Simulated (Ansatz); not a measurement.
SiO$_{2}$: input, output and frames of a trajectory

Method: Ansatz 0.2.0, DFT PBE, scalar-relativistic, plane waves, PAW. The runs took a 420 eV cutoff, a shifted (0.5, 0.5, 0.0 steps) 2×2×1 mesh and Fermi–Dirac smearing (0.026 eV). The mesh is coarse. No spin polarisation.

24 atoms, starting at 1.03 times the perfect crystal's volume (space group P-4c2, not the usual structure); Langevin thermostat at 300 K (friction 0.02 fs⁻¹), fixed cell; 300 steps of 2 fs. The run is short and not equilibrated.

The calculation finished and met its thresholds.

Time: 9.2 min on 4 threads of Arm Neoverse V1 (shared host), peak memory 0.64 GiB.

Command:
```bash
ansatz run input.yaml --threads 4 --pin off --max-ram 9216MiB --backend cpu --events-out ev --progress --plain --runs-dir out
```

Input:
```yaml
crystal:
  lattice:
    - [6.6451950459, 0.0, 0.0]
    - [0.0, 6.6451950459, 0.0]
    - [0.0, 0.0, 8.2963837981]
  atoms:
    - { symbol: Si, position: [0.4974702563, 0.8687577015, 0.4696844108] }
    - { symbol: Si, position: [0.5474201809, 0.8595338063, 0.9812759412] }
    - { symbol: Si, position: [0.787701482, 0.6350185334, 0.668770988] }
    - { symbol: Si, position: [0.2671303106, 0.6067550367, 0.6536838309] }
    - { symbol: Si, position: [0.7637255001, 0.5707780541, 0.1588171926] }
    - { symbol: Si, position: [0.4534455937, 0.3601944393, 0.9744079445] }
    - { symbol: Si, position: [0.2382945338, 0.6269220537, 0.184222124] }
    - { symbol: Si, position: [0.5765632764, 0.3565639939, 0.4711414582] }
    - { symbol: O, position: [0.6723009638, 0.7782725561, 0.8227510367] }
    - { symbol: O, position: [0.7102897327, 0.4173669823, 0.6226307051] }
    - { symbol: O, position: [0.6698175487, 0.7959068262, 0.1395987651] }
    - { symbol: O, position: [0.5440352937, 0.1017281503, 0.9771882193] }
    - { symbol: O, position: [0.6787722487, 0.456871888, 1.0015516603] }
    - { symbol: O, position: [0.6786863235, 0.4489302576, 0.3176466575] }
    - { symbol: O, position: [0.3496449552, 0.4543225747, 0.5294091679] }
    - { symbol: O, position: [0.3579102464, 0.8310741865, 0.6274153692] }
    - { symbol: O, position: [0.3214536662, 0.7712320744, 1.0103348797] }
    - { symbol: O, position: [0.3839082834, 0.7480920708, 0.3298416521] }
    - { symbol: O, position: [0.3697335264, 0.4541072683, 0.8031362024] }
    - { symbol: O, position: [0.0104137789, 0.6030473994, 0.1875034825] }
    - { symbol: O, position: [0.5703116437, 0.1007959486, 0.458048654] }
    - { symbol: O, position: [0.7095517209, 0.7508931657, 0.5089166028] }
    - { symbol: O, position: [0.341346858, 0.4034293581, 0.1437819329] }
    - { symbol: O, position: [0.031103018, 0.6837939762, 0.6700438766] }
basis:
  ecutwfc: 420
kpoints:
  mp_grid: { grid: [2, 2, 1], shift: [0.5, 0.5, 0.0] }
hamiltonian:
  xc: pbe
scf:
  occupations: { method: fermi_dirac, width: 0.0259 }
  lower_state_search: "off"
  convergence: { dr2_threshold: 1.0e-07 }
output:
  forces: true
  stress: true
md:
  timestep: 2.0
  n_steps: 300
  ensemble: nvt_langevin
  temperature: 300.0
  initial_velocities: maxwell_boltzmann
  seed: 69269
  friction: 0.02
```

Output (its end):
```
...
  E_band       = -747.747257
  E_kinetic    = 3200.339929
  E_local      = -11017.402641  (includes V_loc(G=0)·N_el)
  E_nonlocal   = 954.348856
  E_hartree    = 4306.588527
  E_xc         = -1628.625716
  E_vxc        = -1890.077990  (∫ρ·V_xc dr)
  E_paw        = -6645.698485  (= ΣΔE_a)
  E_vpaw       = -608.178530  (= ΣTr[D̂ρ^β])
  E_aug_tail   = 0.040763  (compensation charges beyond the density's cutoff)
  E_ewald      = -3357.541530
  E_smearing   = -0.000000  (= −TS)
  E_closure    = -0.000000  (closes the sum)
  Σ components = -14187.950296   (vs F -14187.950296, Δ=0.00e0)
--- Forces (eV/Å), atoms counted from 1 ---
  atom   1  Si    -1.53080309    -1.90869253    -0.04255805
  atom   2  Si    -0.11921500    -0.59252463     0.45659478
  atom   3  Si     0.16875569    -0.92608501    -0.29419669
  atom   4  Si    -0.88445244     0.04033460     1.72565540
  atom   5  Si    -1.11786310    -1.31938002     0.30884720
  atom   6  Si    -0.59453734    -0.19472754    -1.16084788
  atom   7  Si     1.60942228    -0.38616448     2.19110982
  atom   8  Si    -0.27096328     1.56219467    -0.19945907
  atom   9  O      0.19761787    -0.07949394     0.37329543
  atom  10  O     -0.06282877     0.27653902     0.83734902
  atom  11  O     -0.75963173     1.46174328    -1.80647803
  atom  12  O     -0.37044042     1.27146196     0.47173400
  atom  13  O      0.44655809     0.75992066     0.77796267
  atom  14  O      0.81058274     0.64659548     0.04370372
  atom  15  O      1.53364179    -1.71254167    -1.41391520
  atom  16  O      1.46654078     1.06099404    -0.88615394
  atom  17  O      0.92252148     1.77370185    -1.69026787
  atom  18  O     -0.96841637    -0.35788846    -0.08853291
  atom  19  O      0.64449889    -0.65083920    -0.00957131
  atom  20  O     -0.50484993    -0.20869144     0.30905732
  atom  21  O     -0.14692084    -0.56684306    -0.24110469
  atom  22  O      0.02581810     0.47430337     0.44619678
  atom  23  O     -0.09647537    -0.84707261     0.35756966
  atom  24  O     -0.39857797     0.42315256    -0.46596100
  max |Σ_I F_I| component: 2.92e-5 eV/Å
--- Stress (GPa, compression-positive) ---
       -5.032538       0.995560      -0.665837
        0.995561      -0.672626      -0.664731
       -0.665836      -0.664731      -2.572269
  P = ⅓ Tr σ = -2.7591 GPa (-27.591 kbar)
--- MD trajectory: 300 steps, t = 0.0 → 600.0 fs ---
  final state: T = 392.3 K   F+E_penalty+E_count = -14187.95029595 eV   E_kin = 1.217000 eV
```

Frames along the run (Å, eV/Å; dE is the potential energy from the first frame):

```xyz
24
Lattice="6.645 0.000 0.000 0.000 6.645 0.000 0.000 0.000 8.296" Properties=species:S:1:pos:R:3:forces:R:3 pbc="T T T" time_fs=0.00 dE_eV=0.0000 T_K=288
Si    3.306    5.773    3.897    1.546    0.459    0.903
Si    3.638    5.712    8.141   -0.113    1.046   -1.556
Si    5.234    4.220    5.548   -0.360    4.146    1.608
Si    1.775    4.032    5.423   -0.877    0.692    3.744
Si    5.075    3.793    1.318   -0.101    0.438    1.333
Si    3.013    2.394    8.084    2.206   -2.920   -1.639
Si    1.584    4.166    1.528    6.254    2.848   -1.656
Si    3.831    2.369    3.909   -2.298   -2.472    0.833
O     4.468    5.172    6.826    1.297   -1.408   -1.453
O     4.720    2.773    5.166    1.468   -1.934    1.989
O     4.451    5.289    1.158    2.019   -0.430    1.296
O     3.615    0.676    8.107   -1.854    3.351   -0.514
O     4.511    3.036    8.309    1.148   -0.478   -0.141
O     4.510    2.983    2.635    1.046    0.161   -1.962
O     2.323    3.019    4.392    1.178   -2.900   -4.544
O     2.378    5.523    5.205   -0.185    0.340    0.477
O     2.136    5.125    8.382   -1.778   -1.501    1.901
O     2.551    4.971    2.736   -3.110   -0.884   -2.544
O     2.457    3.018    6.663   -1.136   -0.023    1.967
O     0.069    4.007    1.556   -3.615   -0.421    0.177
O     3.790    0.670    3.800   -0.792    2.418   -0.459
O     4.715    4.990    4.222   -0.195    1.226   -0.803
O     2.268    2.681    1.193   -1.525    0.371    0.480
O     0.207    4.544    5.559   -0.224   -2.126    0.562
24
Lattice="6.645 0.000 0.000 0.000 6.645 0.000 0.000 0.000 8.296" Properties=species:S:1:pos:R:3:forces:R:3 pbc="T T T" time_fs=76.00 dE_eV=-2.7339 T_K=376
Si    3.258    5.731    3.946    0.400    1.771   -0.451
Si    3.762    5.813    8.001    0.341   -1.975    1.663
Si    5.223    4.261    5.524    2.172   -0.226    0.544
Si    1.862    3.822    5.599   -0.610   -0.436    0.564
Si    5.238    3.743    1.439   -0.397    1.223   -1.144
Si    3.303    2.261    8.060    1.748    2.908    1.303
Si    1.799    4.343    1.398    0.095   -1.608   -1.051
Si    3.721    2.310    3.938    0.200   -0.234   -0.703
O     4.641    4.941    6.908   -0.136    0.846   -0.985
O     4.616    2.764    5.221    0.829    0.157    0.872
O     4.609    5.283    1.089   -0.119    0.252   -0.450
O     3.510    0.749    7.689    0.408   -2.728    0.078
O     4.883    2.785    8.459   -0.685   -0.771   -0.400
O     4.683    3.111    2.825   -0.733   -1.015   -0.167
O     2.222    2.907    4.295    0.260   -0.053   -1.064
O     2.405    5.375    5.307   -0.127   -0.548   -0.011
O     2.224    5.226    8.350   -0.031    0.214    0.012
O     2.447    5.119    2.665   -0.251    0.121    0.557
O     2.620    2.937    6.776   -1.197    0.900   -0.160
O     0.193    3.997    1.537    1.589    0.378    0.173
O     3.470    0.714    3.694   -0.040    0.074    0.075
O     4.816    5.286    4.250    0.460   -0.875    1.009
O     2.581    2.814    1.138   -1.717    0.782    0.224
O     0.269    3.915    5.825   -2.460    0.843   -0.490
24
Lattice="6.645 0.000 0.000 0.000 6.645 0.000 0.000 0.000 8.296" Properties=species:S:1:pos:R:3:forces:R:3 pbc="T T T" time_fs=150.00 dE_eV=-3.2170 T_K=341
Si    3.322    5.741    4.017   -1.129    1.058   -2.312
Si    3.867    5.756    8.121   -0.577   -1.565    0.163
Si    5.305    4.351    5.558    0.301   -1.052    1.060
Si    1.858    3.790    5.608   -0.217   -1.019   -0.354
Si    5.346    3.714    1.389   -1.440    0.762   -0.738
Si    3.295    2.264    8.132   -0.361   -0.204   -0.601
Si    1.851    4.246    1.423   -0.190   -0.171    0.915
Si    3.765    2.316    3.922    1.205    0.502    0.429
O     4.736    5.199    6.873    0.437   -0.489   -1.534
O     4.673    2.838    5.268   -0.238   -0.054   -0.971
O     4.764    5.279    1.078    0.930   -0.925    1.441
O     3.490    0.627    7.961   -0.210    2.793    0.084
O     4.821    2.894    8.310   -0.049   -0.144    0.757
O     4.700    2.864    2.622   -0.963   -0.303    1.096
O     2.258    2.939    4.203   -0.072    0.339    0.212
O     2.525    5.285    5.357   -0.958   -0.187    0.373
O     2.361    5.075    8.415   -0.126   -0.021   -0.792
O     2.451    5.178    2.656    0.576    0.068    1.281
O     2.517    2.806    6.744    0.061    0.036    1.391
O     0.256    3.902    1.691    1.009    0.628   -0.413
O     3.548    0.711    3.809   -0.193   -0.131    0.139
O     4.829    5.217    4.237    1.479   -0.469    0.076
O     2.361    2.681    1.173    0.933   -0.169   -0.934
O     0.253    3.971    5.892   -0.207    0.717   -0.767
24
Lattice="6.645 0.000 0.000 0.000 6.645 0.000 0.000 0.000 8.296" Properties=species:S:1:pos:R:3:forces:R:3 pbc="T T T" time_fs=224.00 dE_eV=-2.9847 T_K=284
Si    3.394    5.801    3.923    0.546   -1.173    0.325
Si    3.716    5.703    8.140    1.705    1.112   -1.240
Si    5.313    4.305    5.570   -0.560   -0.952    0.016
Si    1.867    3.757    5.526   -0.168    1.305   -1.771
Si    5.352    3.731    1.389   -0.304    1.480    0.774
Si    3.294    2.321    8.107   -0.776   -1.092   -0.167
Si    1.854    4.304    1.458   -0.263   -0.884    0.289
Si    3.840    2.335    3.971    0.788    0.488   -0.014
O     4.629    4.962    6.881   -0.853    1.289    1.311
O     4.621    2.781    5.397    0.234   -0.170   -1.347
O     4.670    5.247    1.102   -0.197   -0.502    0.067
O     3.521    0.698    7.993   -0.116   -0.803   -0.402
O     4.875    2.711    8.500   -0.412    0.546   -0.705
O     4.702    3.049    2.728   -0.311   -0.959    0.671
O     2.312    2.901    4.133   -0.651    0.345    1.023
O     2.547    5.287    5.218   -1.065   -0.730    1.195
O     2.193    5.184    8.421    0.388   -0.046   -0.602
O     2.509    5.128    2.719   -0.012    0.035   -0.806
O     2.389    2.899    6.774    1.114   -0.686    1.905
O     0.254    4.213    1.593   -0.905   -0.761    0.196
O     3.609    0.738    3.752    0.310    0.241   -0.080
O     4.922    5.160    4.246   -0.641    1.103   -0.607
O     2.264    2.700    1.084    1.168    1.020   -0.180
O     0.257    4.063    5.652    0.982   -0.207    0.148
24
Lattice="6.645 0.000 0.000 0.000 6.645 0.000 0.000 0.000 8.296" Properties=species:S:1:pos:R:3:forces:R:3 pbc="T T T" time_fs=300.00 dE_eV=-2.8962 T_K=251
Si    3.280    5.728    3.936   -0.649   -0.578    1.266
Si    3.800    5.735    8.076   -1.007    1.796    0.959
Si    5.366    4.233    5.656   -2.113    0.535   -1.106
Si    1.837    3.779    5.611    1.573   -2.358   -1.077
Si    5.284    3.759    1.454   -0.754    0.413   -1.293
Si    3.436    2.365    8.055   -2.743   -1.830   -0.788
Si    1.806    4.319    1.413    0.626   -0.095   -1.957
Si    3.896    2.255    4.059   -0.729    0.719   -1.198
O     4.610    5.068    6.869    1.101   -0.670   -1.441
O     4.833    2.693    5.332   -0.109   -0.318    0.220
O     4.635    5.280    1.144    0.043   -0.294    0.291
O     3.609    0.724    7.789    0.288   -0.070    0.756
O     4.913    2.912    8.325    1.154    0.474    0.934
O     4.700    2.913    2.698   -0.439   -0.882    1.071
O     2.364    2.817    4.293   -0.266    1.187    0.510
O     2.304    5.249    5.246    1.781    2.280   -0.804
O     2.245    5.216    8.316   -0.125   -0.276    1.060
O     2.325    5.134    2.710    0.710    0.440    0.282
O     2.393    2.842    6.817    1.136    0.228    0.851
O     0.215    4.017    1.481    0.833    0.131    0.439
O     3.481    0.696    3.833    0.803   -0.874   -0.209
O     4.758    5.054    4.294    0.271    0.257    0.200
O     2.520    2.874    1.049    0.112   -0.302    0.608
O     0.287    4.032    5.776   -1.498    0.089    0.427
24
Lattice="6.645 0.000 0.000 0.000 6.645 0.000 0.000 0.000 8.296" Properties=species:S:1:pos:R:3:forces:R:3 pbc="T T T" time_fs=376.00 dE_eV=-3.0397 T_K=231
Si    3.305    5.793    3.916   -0.621   -1.189    0.213
Si    3.779    5.678    8.075    2.050    0.171   -0.902
Si    5.363    4.292    5.515   -0.962   -0.134   -0.668
Si    1.930    3.831    5.565   -1.125   -0.774    0.989
Si    5.324    3.739    1.437    1.280    0.218    0.110
Si    3.385    2.255    8.146   -0.600    0.496   -1.116
Si    1.881    4.261    1.412   -1.386    1.299   -1.200
Si    3.824    2.338    3.960    0.636   -1.609   -1.541
O     4.662    5.019    6.792   -0.254    0.694    0.385
O     4.815    2.759    5.149    0.119    0.164    1.211
O     4.769    5.243    1.044   -0.576    0.338    0.184
O     3.518    0.639    7.880    0.166    0.685    0.367
O     4.899    2.845    8.404    0.149   -0.425   -0.049
O     4.725    2.778    2.630   -0.387    0.611    0.108
O     2.376    3.021    4.210   -0.363   -0.311   -0.083
O     2.339    5.364    5.244    1.292    1.138   -0.897
O     2.319    5.058    8.263   -1.459   -0.138    1.393
O     2.538    5.142    2.563    1.072    1.178    1.941
O     2.628    3.011    6.842   -0.292   -0.659   -0.586
O     0.295    4.108    1.741   -1.230   -0.634   -0.620
O     3.462    0.717    3.747    0.281    1.860    0.161
O     4.833    5.214    4.195    0.093   -0.494    0.457
O     2.439    2.808    1.108    0.964   -2.547   -0.308
O     0.281    3.971    5.648    1.153    0.058    0.449
24
Lattice="6.645 0.000 0.000 0.000 6.645 0.000 0.000 0.000 8.296" Properties=species:S:1:pos:R:3:forces:R:3 pbc="T T T" time_fs=450.00 dE_eV=-3.1643 T_K=385
Si    3.457    5.720    3.889   -0.560    1.587    0.586
Si    3.847    5.707    7.989    0.458    0.251    0.057
Si    5.392    4.224    5.521   -0.728    0.825    0.347
Si    1.876    3.773    5.490    0.686    0.429   -0.322
Si    5.411    3.710    1.361   -2.773   -0.218   -1.190
Si    3.392    2.274    7.975   -1.747    0.221    0.568
Si    1.906    4.331    1.321    0.810    0.110   -0.407
Si    3.855    2.360    3.910   -0.991   -1.668   -1.948
O     4.786    5.061    6.798   -0.410    0.152   -0.305
O     4.703    2.776    5.177    1.231    0.231    2.169
O     4.689    5.167    1.024    0.127    0.609    0.121
O     3.556    0.665    7.728    0.360    0.015    0.371
O     4.882    2.809    8.297    1.312    0.355    0.953
O     4.763    2.956    2.677    0.373    0.133   -1.020
O     2.307    2.947    4.100    0.112   -0.082    0.455
O     2.485    5.308    5.235    0.735   -0.056   -0.980
O     2.308    5.191    8.246   -0.387   -0.194    0.623
O     2.594    5.167    2.596   -0.567   -0.237   -0.302
O     2.492    2.917    6.722    0.770   -0.556    0.616
O     0.312    4.012    1.392    0.869    0.447    0.701
O     3.708    0.740    3.718   -0.362   -1.370    0.267
O     4.984    5.121    4.193   -0.532    0.552   -0.225
O     2.463    2.831    1.010    1.190   -1.280   -0.609
O     0.309    4.006    5.809    0.025   -0.257   -0.522
24
Lattice="6.645 0.000 0.000 0.000 6.645 0.000 0.000 0.000 8.296" Properties=species:S:1:pos:R:3:forces:R:3 pbc="T T T" time_fs=524.00 dE_eV=-2.7888 T_K=374
Si    3.304    5.744    3.854    0.902   -0.231   -1.524
Si    3.772    5.692    7.923    0.147   -0.590    0.583
Si    5.334    4.299    5.403   -1.919    0.064    0.403
Si    1.811    3.719    5.496    1.565    0.055   -1.129
Si    5.280    3.772    1.355   -0.091    1.816   -4.219
Si    3.388    2.234    7.958   -2.027    0.340    0.447
Si    1.847    4.150    1.318    0.327    0.443   -0.745
Si    3.953    2.256    3.810   -2.355   -0.192    0.697
O     4.712    5.079    6.708   -0.433    0.062    0.108
O     4.790    2.729    5.157   -0.095   -0.152   -0.196
O     4.663    5.321    0.978    0.253   -1.206    0.251
O     3.564    0.650    7.738   -0.154   -0.504   -0.240
O     4.853    2.826    8.238    1.270    1.110    1.895
O     4.770    3.148    2.689   -1.064   -2.024    1.058
O     2.362    2.789    4.187    0.296    0.179    0.239
O     2.478    5.254    5.175   -0.533   -0.135    0.323
O     2.253    5.020    8.221    0.699    0.539    0.563
O     2.482    5.014    2.586   -0.120    0.006    0.093
O     2.452    2.931    6.773    0.133   -0.444   -0.205
O     0.217    4.017    1.391    1.259   -0.174    0.328
O     3.633    0.662    3.367    0.131    0.995    1.136
O     4.895    5.262    4.143   -0.558   -0.109    0.030
O     2.474    2.617    1.038    0.060    0.605    0.025
O     0.229    4.071    5.614    2.306   -0.453    0.079
24
Lattice="6.645 0.000 0.000 0.000 6.645 0.000 0.000 0.000 8.296" Properties=species:S:1:pos:R:3:forces:R:3 pbc="T T T" time_fs=600.00 dE_eV=-2.8712 T_K=392
Si    3.327    5.768    3.876   -1.531   -1.909   -0.043
Si    3.805    5.621    8.002   -0.119   -0.593    0.457
Si    5.309    4.248    5.435    0.169   -0.926   -0.294
Si    1.839    3.753    5.439   -0.884    0.040    1.726
Si    5.341    3.584    1.228   -1.118   -1.319    0.309
Si    3.356    2.200    7.978   -0.595   -0.195   -1.161
Si    1.816    4.248    1.265    1.609   -0.386    2.191
Si    3.770    2.267    3.800   -0.271    1.562   -0.199
O     4.574    5.046    6.665    0.198   -0.079    0.373
O     4.762    2.733    5.003   -0.063    0.277    0.837
O     4.695    5.055    1.050   -0.760    1.462   -1.806
O     3.589    0.558    7.777   -0.370    1.271    0.472
O     4.923    2.689    8.153    0.447    0.760    0.778
O     4.570    2.653    2.410    0.811    0.647    0.044
O     2.234    2.988    4.088    1.534   -1.713   -1.414
O     2.288    5.293    5.158    1.467    1.061   -0.886
O     2.244    5.052    8.268    0.923    1.774   -1.690
O     2.586    5.172    2.501   -0.968   -0.358   -0.089
O     2.496    2.905    6.709    0.644   -0.651   -0.010
O     0.264    3.910    1.474   -0.505   -0.209    0.309
O     3.486    0.708    3.864   -0.147   -0.567   -0.241
O     4.831    5.091    4.077    0.026    0.474    0.446
O     2.480    2.765    0.952   -0.096   -0.847    0.358
O     0.233    3.911    5.780   -0.399    0.423   -0.466
```